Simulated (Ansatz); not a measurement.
# NbC2: a trial structure relaxed, part 2 of 2

The task: take a trial cell of NbC2 to zero force and stress.

Ansatz 0.2.0; DFT PBE, scalar-relativistic, plane waves, PAW.

### Step 5. Relaxation on the finer mesh

The end of the coarse run is made exact in the group found at a tolerance of 0.06 Å and reduced to its primitive cell.

File input.yaml:

```yaml
crystal:
  lattice:
    - [0.0, 2.5200896515, 2.5200896515]
    - [2.5200896515, 0.0, 2.5200896515]
    - [2.5200896515, 2.5200896515, 0.0]
  atoms:
    - { symbol: Nb, position: [0.5, 0.5, 0.5] }
    - { symbol: C, position: [0.0, 0.0, 0.0] }
    - { symbol: C, position: [0.75, 0.75, 0.75] }
basis:
  ecutwfc: 420
kpoints:
  mp_grid: { grid: [16, 16, 16] }
hamiltonian:
  xc: pbe
scf:
  occupations: { method: gaussian, width: 0.1 }
output:
  forces: true
  stress: true
  eigenvalues: true
  write_density: true
  write_potential: true
  elf: true
  volumetric_format: npy
relax:
  adjacent_minimum: "off"
  f_tol: 0.01
  max_steps: 80
  cell: { stress_tol: 0.05 }
```

On the command line:

```bash
> ansatz run input.yaml --threads 1 --pin off --max-ram 2560MiB --backend cpu --events-out ev --progress --plain --runs-dir out
```

The program printed, cut to the lines that bear on the results:

```text
Warning: RAYON_NUM_THREADS=1 ignored (pool sized by the plan → 1); use --threads N
[...]
Pseudopotentials: kind: paw
Pseudopotential: Nb, paw, valence charge 13, recommended cutoff 420 eV (normal), Nb.paw.azcp
Pseudopotential: C, paw, valence charge 4, recommended cutoff 420 eV (normal), C.paw.azcp
Functional definition: PBE
[...]
Crystal: 3 atoms, lattice volume = 32.009 Å³
Basis set: ecut = 420 eV, 609 PW (Γ), exchange–correlation on 48×48×48 points (8 copies of the dense FFT grid, shifted against one another)
Bands: 15, of which v1, the nominal top of the filled ones, is band 11 counted from 1 (10 counted from 0)
Symmetry: 24 space group operations
Space group: F-43m (ITA 216), of the structure as read, at distance tolerance 3.2e-5 Å
k-points: 145 of 4096 (time reversal used)
[...]
        0.037904      -0.000000      -0.000000
       -0.000000       0.037904       0.000000
       -0.000000       0.000000       0.037904
  P = ⅓ Tr σ = 0.0379 GPa (0.379 kbar)
--- Band table (eV; the first three rows and the last of 145) ---
  k-point 0: bands = ["-40.1490", "-16.1602", "-16.1602", "-16.1602", "0.3227", "10.3655", "10.3655", "10.3655", "10.9311", "14.1594", "14.1594", "14.1594", "15.2615", "15.2615", "21.0175"]
[...]
--- Relaxed structure (2 steps of the walk, 2 accepted, 1 SCFs on fresh bases) ---
  F+E_penalty+E_count = -5049.41276843 eV   max|allowed force component| = 1.594e-15 eV/Å   (the final SCF, on the basis selected at the relaxed cell)
  cell:  # Å, volume = 31.8745 Å³
    - [3.5667604230269127e-34, 2.516543241948678, 2.516543241948678]
    - [2.516543241948678, -8.916901057567283e-35, 2.516543241948678]
    - [2.516543241948678, 2.516543241948678, 4.713219130428421e-34]
  atoms:
    - { symbol: Nb, position: [0.5, 0.5, 0.5] }
    - { symbol: C, position: [-2.743800593274363e-33, 2.784134992711278e-33, 2.9221210960480937e-33] }
    - { symbol: C, position: [0.75, 0.75, 0.75] }
```

Run time: 6.7 s. Hardware: 1 thread of AMD EPYC 9R45 (Zen 5), shared host; peak memory 0.45 GiB.

Step by step:

| step | energy from step 1 (eV/cell) | largest force component (eV/Å) | pressure (GPa) | volume (Å³) |
| --- | --- | --- | --- | --- |
| 1 | 0.0000 | 0.0000 | -0.84 | 32.01 |
| 2 | -0.0006 | 0.0000 | 0.05 | 31.87 |
| 3 | -0.0004 | 0.0000 | 0.04 | 31.87 |

Step 1 is the start. Step 3 repeats the geometry before it on a plane-wave basis chosen anew for that cell, so its energy need not be comparable with the rows above.

Lengths and angles in the start's conventional setting:

|  | before | after | change |
| --- | --- | --- | --- |
| a (Å) | 5.040 | 5.033 | -0.1 % |
| b (Å) | 5.040 | 5.033 | -0.1 % |
| c (Å) | 5.040 | 5.033 | -0.1 % |
| volume (Å³/atom) | 10.67 | 10.62 | -0.4 % |
| shortest distance (Å) | 2.182 | 2.179 | -0.1 % |
| space group (0.01 Å) | F-43m | F-43m | same |

Forces and stress were held to the start's 24 operations: a distortion of lower symmetry was not tested.

The maps below are laid out on this run's own conventional cell (a, b, c = 5.033, 5.033, 5.033 Å).

Density in a lattice plane of the grid's cell (edges 5.03 and 5.03 Å, at 0.000 of the third edge), which holds Nb and C.

Ten even steps from ' ' (0.21 e/Å³) to '@' (5.02 e/Å³):
```
::::::..        ..++%%@@@@@@%%==..        ..::::
::::..          ..::++##%%##++::..          ..::
..                  ::::--::..                  
                                                
                                                
                                                
--::::                  ..                  ..::
%%##++::..          ..::::::..          ..::++##
@@@@%%++..        ..::::::::::..        ..++%%@@
%%@@@@++::        ..::::::::::..        ::++@@@@
@@@@%%==..        ..::::::::::..        ..++%%@@
%%##++::..          ..::::::..          ..::++##
--::..                  ..                  ::::
                                                
                                                
                                                
..                  ..::--::::                  
::::..          ..::++##%%##++::..          ..::
::::::..        ..++%%@@@@@@%%++..        ..::::
::::::..        ::++@@@@%%@@@@++::        ..::::
```
Columns run along the first of these edges and rows up along the second, over one cell in 24 and 20 even steps from the bottom left corner. Atoms in the plane (fractional): Nb at (0.00, 0.50), Nb at (0.50, 0.00), C at (0.00, 0.00), C at (0.50, 0.50).

ELF in the same plane.

Ten even steps from ' ' (0.04) to '@' (0.79):
```
--++%%@@%%==....++%%@@**==**@@%%++....==%%@@%%++
%%@@@@%%**--....--##@@@@%%@@@@##--....--**%%@@@@
@@@@%%**==::::....--++######++--....::::==**%%@@
**++==--::::::::......::::::......::::::::--==++
........::::--::::..............::::--::::......
::::......::::::::--==++**++==--::::::::......::
####++--....::::==**%%@@@@@@%%**==::::....--++##
%%@@@@##--....--**%%@@@@%%@@@@%%**--....--##@@@@
==**@@%%++....==%%@@%%++--++%%@@%%==....++%%@@**
  --%%%%++....++@@@@##::  ::##@@@@++....++%%%%--
==**@@%%++....==%%@@%%++--++%%@@%%==....++%%@@**
%%@@@@##--....--**%%@@@@%%@@@@%%**--....--##@@@@
####++--....::::==**%%@@@@@@%%**==::::....--++##
::::......::::::::--==++**++==--::::::::......::
........::::--::::..............::::--::::......
**++==--::::::::......::::::......::::::::--==++
@@@@%%**==::::....--++######++--....::::==**%%@@
%%@@@@%%**--....--##@@@@%%@@@@##--....--**%%@@@@
--++%%@@%%==....++%%@@**==**@@%%++....==%%@@%%++
  ::##@@@@++....++%%%%--  --%%%%++....++@@@@##::
```
Columns run along the first of these edges and rows up along the second, over one cell in 24 and 20 even steps from the bottom left corner. Atoms in the plane (fractional): Nb at (0.00, 0.50), Nb at (0.50, 0.00), C at (0.00, 0.00), C at (0.50, 0.50).

Both are smooth fields of the valence electrons: close to the nuclei they are not physical.

Maxima of ELF outside the ion cores: 0.83 in the shell around C, 0.6 Å from C; 0.82 beside C, off the lines to its neighbours, 0.7 Å from C.

### Step 6. Variant: ecutwfc 350 eV, xc rpbe, lower_state_search light

File input.yaml:

```yaml
crystal:
  lattice:
    - [0.0, 2.5165432419, 2.5165432419]
    - [2.5165432419, 0.0, 2.5165432419]
    - [2.5165432419, 2.5165432419, 0.0]
  atoms:
    - { symbol: Nb, position: [0.5, 0.5, 0.5] }
    - { symbol: C, position: [0.0, 0.0, 0.0] }
    - { symbol: C, position: [0.75, 0.75, 0.75] }
basis:
  ecutwfc: "350 eV"
kpoints:
  mp_grid: { grid: [16, 16, 16] }
hamiltonian:
  xc: rpbe
scf:
  occupations: { method: gaussian, width: 0.1 }
  lower_state_search: light
output:
  forces: true
  eigenvalues: true
  stress: true
```

On the command line:

```bash
> ansatz run input.yaml --threads 1 --pin off --max-ram 2560MiB --backend cpu --events-out ev --progress --plain --runs-dir out
```

The program printed, cut to the lines that bear on the results:

```text
Warning: basis.ecutwfc = 350 eV is below the records' recommended 420 eV, and the density's cutoff is lower with it unless basis.ecutrho_ratio is high enough to keep the records' density cutoff: compare with a run at a higher cutoff
Warning: RAYON_NUM_THREADS=1 ignored (pool sized by the plan → 1); use --threads N
[...]
[... 3 set-up lines as earlier in the session ...]
Functional definition: RPBE
[...]
Crystal: 3 atoms, lattice volume = 31.874 Å³
Basis set: ecut = 350 eV, 459 PW (Γ), exchange–correlation on 48×48×48 points (8 copies of the dense FFT grid, shifted against one another)
Bands: 15, of which v1, the nominal top of the filled ones, is band 11 counted from 1 (10 counted from 0)
[... 2 set-up lines as earlier in the session ...]
k-points: 145 of 4096 (time reversal used)
[...]
the search or the solves at the SCF's close seem to have found levels that the self-consistency loop had missed (the run counts 1). By its estimate they hold under 1e-12 electrons; where the run keeps them, the occupations were computed again with them
[...]
SCF converged after 6 iterations
Free energy (F): -5058.849233 eV
[...]
E sigma→0 (E₀):  -5058.843611 eV
Entropy (-TS):   -0.011244 eV (-3.748 meV/atom)
Fermi energy:    15.004152 eV
[...]
--- Forces (eV/Å), atoms counted from 1 ---
  atom   1  Nb     0.00000000    -0.00000000     0.00000000
  atom   2  C      0.00000000    -0.00000000     0.00000000
  atom   3  C     -0.00000000    -0.00000000     0.00000000
[...]
--- Stress (GPa, compression-positive) ---
        3.617115       0.000000      -0.000000
        0.000000       3.617115       0.000000
       -0.000000       0.000000       3.617115
  P = ⅓ Tr σ = 3.6171 GPa (36.171 kbar)
--- Band table (eV; the first three rows and the last of 145) ---
  k-point 0: bands = ["-40.0766", "-16.0896", "-16.0896", "-16.0896", "0.3578", "10.4602", "10.4602", "10.4602", "10.9367", "14.2633", "14.2633", "14.2633", "15.3646", "15.3646", "21.1384"]
[...]
```

It took 1.9 s on 1 thread of AMD EPYC 9R45 (Zen 5), shared host; peak memory 0.4 GiB.

```
    run     ending   energy change  pressure (GPa)  gap (eV)  force (eV/Å)  cycles   time
 step 5  converged               -             0.0      0.00          0.00       -  6.7 s
variant  converged  not comparable             3.6      0.00          0.00       6  1.9 s
```

Total energies don't compare across a change of functional; the pressure goes from 0.0 to 3.6 GPa. The cutoff and search for lower states changed too. The cutoff is under what these potentials recommend, as the log warns, so basis error is mixed in.

### Step 7. Outcome

The summary covers parts 1 to 2. Changes of volume or cell count from the first structure of part 1.

| quantity | value |
| --- | --- |
| symmetry at the end (tolerance 0.05 Å) | space group F-43m (No. 216) |
| conventional cell | a = 5.033 Å, b = 5.033 Å, c = 5.033 Å, α = 90.00°, β = 90.00°, γ = 90.00° |
| volume | 10.62 Å³/atom |
| energy over the elements | +1.59 eV/atom |
| gap on the mesh | none (metal) |

The space group F-43m (No. 216) is kept, and the volume per atom shrinks by 21.2 % from the first guess. The formation energy is positive, so the separate elements lie lower. No finished test with a distortion of lower symmetry is shown, so the end may be a saddle point. Other magnetic orders were not searched.
